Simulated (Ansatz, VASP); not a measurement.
One calculation of Ir, two programs

```xyz
2
Lattice="0.0000 2.8366 2.8366 2.8366 0.0000 2.8366 2.8366 2.8366 0.0000" Properties=species:S:1:pos:R:3 pbc="T T T"
Ir    0.7092    0.7092    0.7092
Ir    4.9641    4.9641    4.9641
```

Alike in both runs: task single point; functional RPBE; k mesh 11 × 11 × 11; occupations fermi-dirac, width 0.1 eV; no spin polarisation.

```csv
,VASP,Ansatz
version,VASP 6.6.1,Ansatz 0.2.0
potentials or method,"VASP PAW PBE potentials, release 64 (Ir)","plane waves (420 eV) with PAW, scalar-relativistic"
plane-wave cutoff (eV),520,420
valence electrons in the cell,18,34
```

|  | VASP | Ansatz | Ansatz less VASP |
| --- | --- | --- | --- |
| pressure (GPa) | -6.4 | -6.2 | +0.17 |

With one functional, cell and mesh, what is left measures potentials, basis and numerics. The two sets of potentials don't hold the same shells in valence.

Caveats: the PAW data sets were made with another functional, which shifts forces and pressure a little (VASP). The runs have no spin-orbit coupling, so splittings on Ir are missing.
